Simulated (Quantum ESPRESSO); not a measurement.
# MgO (Fm-3m) in Quantum ESPRESSO: a series of runs

Runs on MgO. Level: PBEsol. Tasks: dielectric tensor.

Everything below comes from runs of Quantum ESPRESSO 7.5. Logs are shortened: lines on timing, memory, paths and dates and some standing lists are left out, and cuts for length are marked.

**Measured values to compare with.**

“Electronic structure of alkaline earth and post-transition metal oxides”, 2009, arxiv:0908.1581 quotes, for a bulk crystal of MgO: band gap 7.83 eV.

“Infrared Optical Properties of Ferropericlase (Mg1-xFexO): Experiment and Theory”, 2007, arxiv:0704.2267 reports, for a bulk crystal of MgO at 295 K: high-frequency dielectric constant 2.95 ± 0.1.

How close the calculation comes is told below.

## (1) Starting point

It takes space group Fm-3m (No. 225, cubic). Conventional cell: a = 4.194 Å, b = 4.194 Å, c = 4.194 Å, α = 90.00°, β = 90.00°, γ = 90.00°. Mg (site symmetry m-3m) has 6 O at 2.10 Å as nearest neighbours. O (site symmetry m-3m) has 6 Mg at 2.10 Å as nearest neighbours.

The cell is a database's computed one.

## (2) Dielectric tensor, PBEsol

Contents of pw.in:

```
&CONTROL
  calculation = 'scf'
  prefix = 'pwscf'
  outdir = './tmp'
  pseudo_dir = './pseudo'
  tprnfor = .true.
  tstress = .true.
  disk_io = 'low'
/
&SYSTEM
  ibrav = 0
  nat = 2
  ntyp = 2
  ecutwfc = 84
  nbnd = 14
  occupations = 'smearing'
  smearing = 'fd'
  degauss = 0.00367493
/
&ELECTRONS
  conv_thr = 4d-10
  electron_maxstep = 120
  mixing_beta = 0.5
/
ATOMIC_SPECIES
Mg    24.3050 Mg.upf
O     15.9990 O.upf
CELL_PARAMETERS angstrom
   0.0000000000    2.0970013927    2.0970013927
   2.0970013927    0.0000000000    2.0970013927
   2.0970013927    2.0970013927    0.0000000000
ATOMIC_POSITIONS crystal
Mg     0.0000000000    0.0000000000    0.0000000000
O      0.5000000000    0.5000000000    0.5000000000
K_POINTS automatic
12 12 12 0 0 0
```

Contents of scf2.in:

```
&CONTROL
  calculation = 'scf'
  prefix = 'pwscf'
  outdir = './tmp'
  pseudo_dir = './pseudo'
  tprnfor = .true.
  tstress = .true.
  disk_io = 'low'
/
&SYSTEM
  ibrav = 0
  nat = 2
  ntyp = 2
  ecutwfc = 84
  nbnd = 14
  occupations = 'fixed'
/
&ELECTRONS
  conv_thr = 1d-13
  electron_maxstep = 120
  mixing_beta = 0.5
  startingpot = 'file'
  startingwfc = 'file'
/
ATOMIC_SPECIES
Mg    24.3050 Mg.upf
O     15.9990 O.upf
CELL_PARAMETERS angstrom
   0.0000000000    2.0970013927    2.0970013927
   2.0970013927    0.0000000000    2.0970013927
   2.0970013927    2.0970013927    0.0000000000
ATOMIC_POSITIONS crystal
Mg     0.0000000000    0.0000000000    0.0000000000
O      0.5000000000    0.5000000000    0.5000000000
K_POINTS automatic
12 12 12 0 0 0
```

Contents of ph.in:

```
dielectric of MgO
&INPUTPH
  prefix = 'pwscf'
  outdir = './tmp'
  tr2_ph = 1d-18
  fildyn = 'dyn'
  niter_ph = 90
  alpha_mix(1) = 0.7
  epsil = .true.
  trans = .false.
  zeu = .true.
/
0.0000000000 0.0000000000 0.0000000000
```

Potentials or basis: PseudoDojo 0.4.1 SR PBEsol standard.

Launch:

```console
$ OMP_NUM_THREADS=1 pw.x -in pw.in > pw.out
$ OMP_NUM_THREADS=1 pw.x -in scf2.in > scf2.out
$ OMP_NUM_THREADS=1 ph.x -in ph.in > ph.out
```

pw.out:

```text
This program is part of the open-source Quantum ESPRESSO suite
     for quantum simulation of materials; please cite
[... 9 lines left out ...]
     --------------------
     sticks:   dense  smooth     PW     G-vecs:    dense   smooth      PW
     Sum         733     733    223                12939    12939    2229

     Using Slab Decomposition

     bravais-lattice index     =            0
     lattice parameter (alat)  =       5.6042  a.u.
     unit-cell volume          =     124.4580 (a.u.)^3
     number of atoms/cell      =            2
     number of atomic types    =            2
     number of electrons       =        16.00
     number of Kohn-Sham states=           14
     kinetic-energy cutoff     =      84.0000  Ry
     charge density cutoff     =     336.0000  Ry
     scf convergence threshold =      4.0E-10
     mixing beta               =       0.5000
     number of iterations used =            8  plain     mixing
     Exchange-correlation= PBESOL
                           (   1   4  10   8   0   0   0)

     celldm(1)=   5.604187  celldm(2)=   0.000000  celldm(3)=   0.000000
     celldm(4)=   0.000000  celldm(5)=   0.000000  celldm(6)=   0.000000

     crystal axes: (cart. coord. in units of alat)
               a(1) = (   0.000000   0.707107   0.707107 )
               a(2) = (   0.707107   0.000000   0.707107 )
               a(3) = (   0.707107   0.707107   0.000000 )

     reciprocal axes: (cart. coord. in units 2 pi/alat)
               b(1) = ( -0.707107  0.707107  0.707107 )
               b(2) = (  0.707107 -0.707107  0.707107 )
               b(3) = (  0.707107  0.707107 -0.707107 )

     PseudoPot. # 1 for Mg read from file:
     Mg.upf
     Pseudo is Norm-conserving, Zval = 10.0
     Generated using ONCVPSP code by D. R. Hamann
     Using radial grid of 1510 points,  4 beta functions with:
                l(1) =   0
                l(2) =   0
                l(3) =   1
                l(4) =   1

     PseudoPot. # 2 for O  read from file:
     O.upf
     Pseudo is Norm-conserving + core correction, Zval =  6.0
     Generated using ONCVPSP code by D. R. Hamann
     Using radial grid of  936 points,  5 beta functions with:
                l(1) =   0
                l(2) =   0
                l(3) =   1
                l(4) =   1
                l(5) =   2

     atomic species   valence    mass     pseudopotential
     Mg               10.00    24.30500     Mg( 1.00)
     O                 6.00    15.99900     O ( 1.00)

     48 Sym. Ops., with inversion, found

   Cartesian axes

     site n.     atom                  positions (alat units)
         1        Mg     tau(   1) = (   0.0000000   0.0000000   0.0000000  )
         2        O      tau(   2) = (   0.7071068   0.7071068   0.7071068  )

     number of k points=    72  Fermi-Dirac smearing, width (Ry)=  0.0037
                       cart. coord. in units 2pi/alat
        k(    1) = (   0.0000000   0.0000000   0.0000000), wk =   0.0011574
        k(    2) = (   0.0589256   0.0589256  -0.0589256), wk =   0.0092593
        k(    3) = (   0.1178511   0.1178511  -0.1178511), wk =   0.0092593
        k(    4) = (   0.1767767   0.1767767  -0.1767767), wk =   0.0092593
        k(    5) = (   0.2357023   0.2357023  -0.2357023), wk =   0.0092593
        k(    6) = (   0.2946278   0.2946278  -0.2946278), wk =   0.0092593
[... 64 lines left out ...]
        k(   71) = (  -0.7071068   0.2357023   0.0000000), wk =   0.0138889
        k(   72) = (  -0.7071068   0.3535534   0.0000000), wk =   0.0069444

     Dense  grid:    12939 G-vectors     FFT dimensions: (  36,  36,  36)

     Initial potential from superposition of free atoms

     starting charge      15.9992, renormalised to      16.0000
     Starting wfcs are    9 randomized atomic wfcs +    5 random wfcs

     Self-consistent Calculation

     iteration #  1     ecut=    84.00 Ry     beta= 0.50
     Davidson diagonalization with overlap
     ethr =  1.00E-02,  avg # of iterations =  5.3

     total energy              =    -151.71913049 Ry
     estimated scf accuracy    <       0.35041364 Ry

     iteration #  2     ecut=    84.00 Ry     beta= 0.50
     Davidson diagonalization with overlap
     ethr =  2.19E-03,  avg # of iterations =  2.1

     total energy              =    -151.81477325 Ry
     estimated scf accuracy    <       0.05608705 Ry

     iteration #  3     ecut=    84.00 Ry     beta= 0.50
     Davidson diagonalization with overlap
     ethr =  3.51E-04,  avg # of iterations =  2.1
[... 29 lines left out ...]
     total energy              =    -151.82405062 Ry
     estimated scf accuracy    <       0.00000002 Ry

     iteration #  8     ecut=    84.00 Ry     beta= 0.50
     Davidson diagonalization with overlap
     ethr =  1.48E-10,  avg # of iterations =  2.0

     total energy              =    -151.82405063 Ry
     estimated scf accuracy    <          1.2E-09 Ry

     iteration #  9     ecut=    84.00 Ry     beta= 0.50
     Davidson diagonalization with overlap
     ethr =  7.65E-12,  avg # of iterations =  2.0

     End of self-consistent calculation

          k = 0.0000 0.0000 0.0000 (  1639 PWs)   bands (ev):

   -63.7934 -30.7368 -30.7368 -30.7368  -9.1054   8.0956   8.0956   8.0956
    12.8864  23.9562  23.9562  23.9562  27.6923  29.8238

          k = 0.0589 0.0589-0.0589 (  1624 PWs)   bands (ev):

   -63.7928 -30.7431 -30.7374 -30.7374  -9.0260   7.6194   8.0475   8.0475
    13.3413  22.9481  24.1270  24.1270  29.0172  29.2215

          k = 0.1179 0.1179-0.1179 (  1609 PWs)   bands (ev):

   -63.7910 -30.7602 -30.7391 -30.7391  -8.8014   6.5658   7.9191   7.9191
    14.3032  21.5428  24.5268  24.5268  28.4600  28.4600

          k = 0.1768 0.1768-0.1768 (  1618 PWs)   bands (ev):

   -63.7886 -30.7835 -30.7415 -30.7415  -8.4738   5.3940   7.7504   7.7504
    15.2229  20.6468  24.7977  24.7977  28.3777  28.3777
[... 103 lines left out ...]
   -63.7838 -30.8118 -30.7625 -30.7462  -7.7897   4.1277   6.5137   7.4337
    17.0647  20.2027  22.6190  25.2280  28.9192  29.5428

          k =-0.0589-0.2946 0.2946 (  1615 PWs)   bands (ev):

   -63.7856 -30.7977 -30.7596 -30.7428  -8.0651   4.7304   6.7332   7.6061
    16.6672  19.9862  23.1921  25.6162  27.2577  29.7008

          k = 0.0000-0.2357 0.2357 (  1612 PWs)   bands (ev):

   -63.7878 -30.7821 -30.7532 -30.7400  -8.3765   5.4298   7.1388   7.7753
    15.8324  20.2680  23.8829  25.8334  26.3563  29.4129

          k = 0.3536 0.0000 0.0000 (  1612 PWs)   bands (ev):

   -63.7870 -30.7787 -30.7521 -30.7521  -8.3084   5.4237   7.3458   7.3458
    16.2301  19.2052  23.6408  25.6131  25.6131  31.7376

          k = 0.4125 0.0589-0.0589 (  1623 PWs)   bands (ev):

   -63.7852 -30.7911 -30.7563 -30.7556  -8.0680   4.9073   7.0820   7.1858
    16.9729  18.7243  22.6839  25.9072  26.1524  32.2270

          k = 0.4714 0.1179-0.1179 (  1627 PWs)   bands (ev):

   -63.7835 -30.8031 -30.7621 -30.7574  -7.8132   4.4596   6.6406   7.0834
    17.5501  18.9019  21.9265  25.9350  26.6702  32.7122

          k =-0.1768-0.5303 0.5303 (  1617 PWs)   bands (ev):

   -63.7823 -30.8101 -30.7694 -30.7569  -7.6167   4.2078   6.1420   7.0609
    17.7721  19.6868  21.4204  25.7942  27.0017  32.8017
[... 43 lines left out ...]
   -63.7815 -30.8108 -30.7656 -30.7656  -7.6001   4.1043   6.8021   6.8021
    17.3687  18.0587  21.2641  26.9243  26.9243  34.3201

          k =-0.0589-0.6482 0.6482 (  1622 PWs)   bands (ev):

   -63.7809 -30.8128 -30.7698 -30.7662  -7.5081   4.0432   6.5317   6.7679
    17.3934  18.3459  21.1230  26.9170  26.9490  34.2305

          k = 0.0000-0.5893 0.5893 (  1622 PWs)   bands (ev):

   -63.7807 -30.8090 -30.7780 -30.7641  -7.4637   4.2110   5.9639   6.8200
    17.7493  19.0468  20.9083  26.5926  26.6775  34.8424

          k =-0.7071 0.0000 0.0000 (  1604 PWs)   bands (ev):

   -63.7807 -30.8154 -30.7676 -30.7676  -7.4897   3.9412   6.7247   6.7247
    17.1374  18.1342  21.1887  27.1299  27.1299  33.8268

          k = 0.2357 0.1179 0.0000 (  1617 PWs)   bands (ev):

   -63.7896 -30.7672 -30.7468 -30.7409  -8.6204   6.1194   7.5422   7.7950
    15.0693  20.6596  24.4416  25.0764  26.3269  29.8925

          k = 0.2946 0.1768-0.0589 (  1615 PWs)   bands (ev):

   -63.7874 -30.7852 -30.7519 -30.7428  -8.3225   5.2757   7.2142   7.6468
    15.9791  20.0441  23.9030  25.4351  26.4526  30.0489

          k = 0.3536 0.2357-0.1179 (  1609 PWs)   bands (ev):

   -63.7852 -30.8038 -30.7554 -30.7457  -8.0011   4.4689   6.9518   7.4739
    16.6130  19.9802  23.2630  25.2032  27.5724  30.4262

          k =-0.2946-0.4125 0.5303 (  1618 PWs)   bands (ev):

   -63.7836 -30.8176 -30.7571 -30.7484  -7.7475   3.8879   6.7866   7.3399
    16.8364  20.3310  22.8230  24.9658  28.7564  30.5572

          k =-0.2357-0.3536 0.4714 (  1614 PWs)   bands (ev):

   -63.7830 -30.8226 -30.7575 -30.7496  -7.6502   3.6756   6.7307   7.2898
    16.8703  20.5423  22.6730  24.8737  29.3822  30.3865

          k = 0.3536 0.1179 0.0000 (  1623 PWs)   bands (ev):

   -63.7866 -30.7848 -30.7548 -30.7487  -8.2375   5.2257   7.1451   7.4173
    16.4209  19.3745  23.4410  25.6780  25.9020  31.2355

          k = 0.4125 0.1768-0.0589 (  1620 PWs)   bands (ev):

   -63.7846 -30.7983 -30.7607 -30.7513  -7.9587   4.6712   6.7494   7.2537
    17.2125  19.2222  22.5396  25.5911  26.7698  31.5068

          k =-0.2357-0.4714 0.5893 (  1617 PWs)   bands (ev):

   -63.7830 -30.8091 -30.7652 -30.7538  -7.7143   4.2422   6.3808   7.1260
    17.6091  19.6964  21.9044  25.3538  27.5902  31.5250

          k =-0.1768-0.4125 0.5303 (  1617 PWs)   bands (ev):

   -63.7823 -30.8141 -30.7689 -30.7542  -7.5820   4.0419   6.1194   7.0954
    17.7362  20.2373  21.5971  25.1666  28.2371  30.9821
[... 43 lines left out ...]
   -63.7815 -30.8091 -30.7687 -30.7653  -7.5744   4.1906   6.5405   6.7251
    17.7736  18.4169  21.1327  26.2435  27.2153  34.1428

          k =-0.0589-0.5303 0.6482 (  1629 PWs)   bands (ev):

   -63.7809 -30.8075 -30.7766 -30.7656  -7.4782   4.2802   6.0091   6.6772
    18.0486  19.1339  20.8385  25.6303  27.5486  34.0388

          k =-0.0000-0.4714 0.5893 (  1620 PWs)   bands (ev):

   -63.7809 -30.8005 -30.7876 -30.7624  -7.4516   4.6007   5.3420   6.7754
    18.4219  20.0080  20.4967  25.1502  27.6923  32.6485

          k =-0.7071 0.1179-0.0000 (  1622 PWs)   bands (ev):

   -63.7807 -30.8122 -30.7708 -30.7682  -7.4729   4.0770   6.4546   6.6122
    17.5672  18.5521  21.0367  26.3038  27.4165  34.2620

          k =-0.2357-0.4714 0.7071 (  1618 PWs)   bands (ev):

   -63.7831 -30.8026 -30.7707 -30.7544  -7.7353   4.4932   6.2081   7.0617
    18.1364  19.1224  21.6986  25.3487  27.6370  31.1919

          k =-0.1768-0.4125 0.6482 (  1620 PWs)   bands (ev):

   -63.7819 -30.8047 -30.7777 -30.7580  -7.5647   4.4365   5.7629   6.8796
    18.5833  19.6280  21.1085  24.9044  28.5911  30.5440

          k =-0.1179-0.3536 0.5893 (  1622 PWs)   bands (ev):

   -63.7815 -30.8053 -30.7802 -30.7597  -7.5005   4.4386   5.5808   6.8071
    18.6405  20.0356  20.8958  24.6584  29.0127  30.2348

          k =-0.1179-0.4714 0.7071 (  1625 PWs)   bands (ev):

   -63.7813 -30.8042 -30.7772 -30.7645  -7.5162   4.4358   5.9137   6.6081
    18.7338  19.1965  20.7894  24.9466  28.1736  32.1548

          k =-0.0589-0.4125 0.6482 (  1615 PWs)   bands (ev):

   -63.7809 -30.7989 -30.7856 -30.7661  -7.4479   4.7047   5.3980   6.5060
    19.0562  19.9368  20.4209  24.2572  28.9171  31.2310

          k = 0.0000-0.3536 0.5893 (  1618 PWs)   bands (ev):

   -63.7811 -30.7968 -30.7888 -30.7631  -7.4661   4.8197   5.2018   6.6290
    19.2508  19.7521  20.6008  24.2875  29.5907  29.9777

          k =-0.7071 0.2357 0.0000 (  1626 PWs)   bands (ev):

   -63.7807 -30.8034 -30.7795 -30.7693  -7.4390   4.4724   5.8108   6.3961
    18.5968  19.5880  20.5572  24.6771  28.3626  32.9070

          k =-0.7071 0.3536 0.0000 (  1628 PWs)   bands (ev):

   -63.7807 -30.7915 -30.7915 -30.7699  -7.4218   5.0838   5.0838   6.2921
    19.7143  19.7143  20.3477  23.6883  30.1597  30.1597

     the Fermi energy is    10.4334 ev

!    total energy              =    -151.82405063 Ry
     estimated scf accuracy    <          1.2E-11 Ry
     smearing contrib. (-TS)   =       0.00000000 Ry
     internal energy E=F+TS    =    -151.82405063 Ry

     The total energy is F=E-TS. E is the sum of the following terms:
     one-electron contribution =     -73.69341979 Ry
     hartree contribution      =      41.14588842 Ry
     xc contribution           =     -24.10175357 Ry
     ewald contribution        =     -95.17476569 Ry

     convergence has been achieved in   9 iterations

     Forces acting on atoms (cartesian axes, Ry/au):

     atom    1 type  1   force =    -0.00000000    0.00000000   -0.00000000
     atom    2 type  2   force =     0.00000000   -0.00000000    0.00000000

     Total force =     0.000000     Total SCF correction =     0.000000

     Computing stress (Cartesian axis) and pressure

          total   stress  (Ry/bohr**3)                   (kbar)     P=       22.55
   0.00015326  -0.00000000  -0.00000000           22.55       -0.00       -0.00
  -0.00000000   0.00015326  -0.00000000           -0.00       22.55       -0.00
  -0.00000000  -0.00000000   0.00015326           -0.00       -0.00       22.55

=------------------------------------------------------------------------------=
   JOB DONE.
=------------------------------------------------------------------------------=
```

It took 1.9 min on 1 thread of Intel Xeon 6975P-C (Granite Rapids), shared host; peak memory 0.07 GiB.

What came out:

| Quantity | Value |
| --- | --- |
| Free energy | -2065.6714 eV |
| Pressure | 2.3 GPa |
| Band gap on the k mesh | 4.79 eV, direct |
| Electronic dielectric tensor (diagonal) | 3.22 |
| Born charges (mean of the diagonal) | Mg +1.98; O -1.98 e |

Electronic dielectric tensor:
```
3.22 0.00 0.00
0.00 3.22 0.00
0.00 0.00 3.22
```

Born effective charge tensors (e):
atom 1, Mg
```
1.98 0.00 0.00
0.00 1.98 0.00
0.00 0.00 1.98
```
atom 2, O
```
-1.98  0.00  0.00
 0.00 -1.98  0.00
 0.00  0.00 -1.98
```

Caveat: on a mesh that holds Γ this program's dielectric tensor can be off by some percent beyond the error of the mesh.

[end of part 1 of 2]
